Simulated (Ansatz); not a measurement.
Stress against strain in BaTiO3

```xyz
5
Lattice="3.9841 0.0000 0.0000 0.0000 2.8371 2.8458 0.0000 -2.8371 2.8458" Properties=species:S:1:pos:R:3 pbc="T T T"
Ba    0.0000    0.0000    0.0000
Ti    1.9921    0.0000    2.8908
O     0.0000    0.0000    2.8008
O     1.9921   -1.3936    4.2579
O     1.9921    1.3936    4.2579
```

Atoms are numbered in the order listed.

The cell is COD entry 9016084, as deposited and not checked against the literature; nothing was relaxed.

Spin–orbit coupling is left out, though it moves levels of the heavy atoms by tenths of an eV or more.

Theory: DFT, PBE, all-electron LAPW, scalar-relativistic (Ansatz 0.2.0).

The runs use a Γ-centred 8×8×8 k mesh, Fermi–Dirac smearing of 0.05 eV, basis error target 1 meV/atom, no spin polarisation.

The strain is applied along the Cartesian axes of the cell as listed (the other components stay zero). Fractional coordinates are held (clamped ions).

σ is the change of stress from the unstrained cell, which is at 1.93 GPa; tension is positive, so slopes are stress–strain coefficients at that pressure.

Only quantities that a quadratic follows smoothly over the whole series are listed; rougher ones are left out.

```tsv
εxx = εyy	σzz (GPa)	σxx (GPa)
-0.0300	-6.59	-14.81
-0.0200	-4.16	-9.29
-0.0100	-1.97	-4.37
0.0000	0.00	0.00
0.0100	1.77	3.88
0.0300	4.80	10.34
```

Q: Fit the series and read off the stiffness at zero strain.

A: Least-squares fits y = p0 + p1 x + p2 x² to the rows give σzz (GPa): p1 = 189, p2 = -990; σxx (GPa): p1 = 418, p2 = -2500. So C13 + C23 = 189 GPa and C11 + C12 = 418 GPa, for these axes.

Q: One run, at εxx = εyy = 0.0200, is withheld. Predict its row.

A: The fits give 3.39, 7.38; the run gave 3.37, 7.31.
